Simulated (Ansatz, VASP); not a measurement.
# One calculation of Sc, two programs

```
Sc
1.0
     0.00000    2.52593    2.27050
     2.52593    0.00000    2.27050
     2.52593    2.52593    0.00000
Sc
1
Direct
  0.00000 0.00000 0.00000
```

Change from the starting cell: strain +0.1125 x Voigt [1, 1, 0, 0, 0, 0], atoms carried along.

Alike in both runs: task single point; functional LDA; k mesh 18 × 18 × 18; occupations gaussian, width 0.15 eV; no spin polarisation.

|  | VASP | Ansatz |
| --- | --- | --- |
| version | VASP 6.6.1 | Ansatz 0.2.0 |
| potentials or method | VASP PAW LDA potentials, release 64 (Sc_sv) | scalar-relativistic, plane waves, PAW |
| plane-wave cutoff (eV) | 520 | 420 |
| valence electrons in the cell | 11 | 11 |

VASP gave:

* gap on the k mesh at the Fermi level (eV): none
* pressure (GPa): -9.8
* largest component of the traceless stress (GPa): 1.32

Estimate Ansatz's values.

gap on the k mesh at the Fermi level (eV): none; pressure (GPa): -9.8; largest component of the traceless stress (GPa): 1.31.

A gap of «none» marks a metal or a gap that the smearing closes.
